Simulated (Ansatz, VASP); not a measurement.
# ZnH2: VASP beside Ansatz

```
Zn H
1.0
     0.00000    2.82254    2.82254
     2.82254    0.00000    2.82254
     2.82254    2.82254    0.00000
Zn H
2 4
Direct
  0.50000 0.50000 0.50000
  0.75000 0.75000 0.75000
  0.12500 0.12500 0.12500
  0.62500 0.12500 0.12500
  0.12500 0.12500 0.62500
  0.12500 0.62500 0.12500
```

Change from the starting cell: species swapped into the TaCo2 type (Fd-3m, No. 227).

Alike in both runs: functional PBE; k mesh 12 × 12 × 12; occupations gaussian, width 0.1 eV; no spin polarisation.

Ansatz relaxed the structure, and its values are those at the end. VASP's run is a single point on that final structure, the one shown.

|  | VASP | Ansatz |
| --- | --- | --- |
| version | VASP 6.6.1 | Ansatz 0.2.0 |
| potentials or method | VASP PAW PBE potentials, release 64 (Zn, H) | scalar-relativistic, plane waves, PAW |
| plane-wave cutoff (eV) | 520 | 420 |
| valence electrons in the cell | 28 | 28 |

```csv
,VASP,Ansatz,Ansatz less VASP
gap on the k mesh at the Fermi level (eV),none,none,-
pressure (GPa),0.2,0.0,-0.18
```

A gap of «none» marks a metal or a gap that the smearing closes. The functional is the same, so the differences come from potentials, cutoffs and numerics.
